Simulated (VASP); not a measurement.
Set up this calculation in VASP 6.6.1, as the native input.

```yaml
Task: G0W0 quasiparticle levels
Functional: LDA
Potentials_or_basis: VASP PAW LDA potentials, release 64 (Ca_sv_GW, O_GW)
Cutoff: 450 eV
k_mesh: 5 × 5 × 5
Occupations: gaussian, width 0.01 eV
Spin: no spin polarisation
Cutoff_of_the_response_function: 100
Frequency_points: 64
Empty_bands: 125
GW_scheme: G0W0
GW_iterations: 1
Valence_bands_in_the_BSE: 3
Conduction_bands_in_the_BSE: 6
Further_INCAR_settings: ALGO = BSE; EDIFF = 1e-08; NBANDS = 141
```

The system is CaO.

```
Ca O
1.0
    -1.66763    1.66763    8.51349
     1.66763   -1.66763    8.51349
     1.66763    1.66763   -8.51349
Ca O
2 2
Direct
  0.67960 0.67960 0.00000
  0.32040 0.32040 0.00000
  0.81819 0.81819 0.00000
  0.18181 0.18181 0.00000
```

The cell comes from a database or a generator and needn't be the stable form of this composition.

The input as run:

POSCAR

```
CaO
1.0
   -1.6676340000      1.6676340000      8.5134920000
    1.6676340000     -1.6676340000      8.5134920000
    1.6676340000      1.6676340000     -8.5134920000
Ca O
2 2
Direct
    0.6795970000      0.6795970000      0.0000000000
    0.3204030000      0.3204030000      0.0000000000
    0.8181860000      0.8181860000      0.0000000000
    0.1818140000      0.1818140000      0.0000000000
```

INCAR.step1

```
  ALGO = Normal
  EDIFF = 1E-8
  ENCUT = 450
  GGA = CA
  ISMEAR = 0
  LASPH = True
  LCHARG = False
  LREAL = False
  LWAVE = True
  NELM = 100
  PREC = Accurate
  SIGMA = 0.01
```

INCAR.step2

```
  ALGO = Exact
  EDIFF = 1E-8
  ENCUT = 450
  GGA = CA
  ISMEAR = 0
  ISTART = 1
  LASPH = True
  LCHARG = False
  LOPTICS = True
  LREAL = False
  LWAVE = True
  NBANDS = 141
  NELM = 1
  PREC = Accurate
  SIGMA = 0.01
```

INCAR.step3

```
  ALGO = EVGW0
  EDIFF = 1E-8
  ENCUT = 450
  ENCUTGW = 100
  GGA = CA
  ISMEAR = 0
  ISTART = 1
  LASPH = True
  LCHARG = False
  LREAL = False
  LWAVE = True
  NBANDS = 141
  NBANDSGW = 24
  NELMGW = 1
  NOMEGA = 64
  PREC = Accurate
  PRECFOCK = Fast
  SIGMA = 0.01
```

INCAR.step4

```
  ALGO = BSE
  ANTIRES = 0
  EDIFF = 1E-8
  ENCUT = 450
  ENCUTGW = 100
  GGA = CA
  ISMEAR = 0
  ISTART = 1
  LASPH = True
  LCHARG = False
  LREAL = False
  LWAVE = False
  NBANDS = 141
  NBANDSO = 3
  NBANDSV = 6
  NBSEEIG = 10
  OMEGAMAX = 20
  PREC = Accurate
  PRECFOCK = Fast
  SIGMA = 0.01
```

KPOINTS

```
k-points
0
Gamma
  5 5 5
```

Potentials or basis: VASP PAW LDA potentials, release 64 (Ca_sv_GW, O_GW).

The run is started by

```sh
$ cat potpaw_LDA.64/Ca_sv_GW/POTCAR potpaw_LDA.64/O_GW/POTCAR > POTCAR
$ cp INCAR.step1 INCAR
$ mpirun -np 1 vasp_std > vasp.out
$ cp INCAR.step2 INCAR
$ mpirun -np 1 vasp_std > vasp.out
$ cp INCAR.step3 INCAR
$ mpirun -np 1 vasp_std > vasp.out
$ cp INCAR.step4 INCAR
$ mpirun -np 1 vasp_std > vasp.out
```

Results of the run:

```yaml
Band_gap_on_the_k_mesh_mean-field_level: 2.11 eV, direct
Quasiparticle_gap: 3.55 eV
Least_direct_quasiparticle_gap: 3.56 eV
```

Caveat: the k mesh is coarse (spacing up to 0.53 Å⁻¹), so the values aren't converged; bands, screening cutoff and mesh are small and nothing is extrapolated, so the quasiparticle values aren't converged; an odd mesh through Γ misses points on the zone boundary, where band edges often lie.

It took 74 min on 1 thread of Intel(R) Xeon(R) 6975P-C (Granite Rapids), on a shared host, peak memory 1.8 GiB.
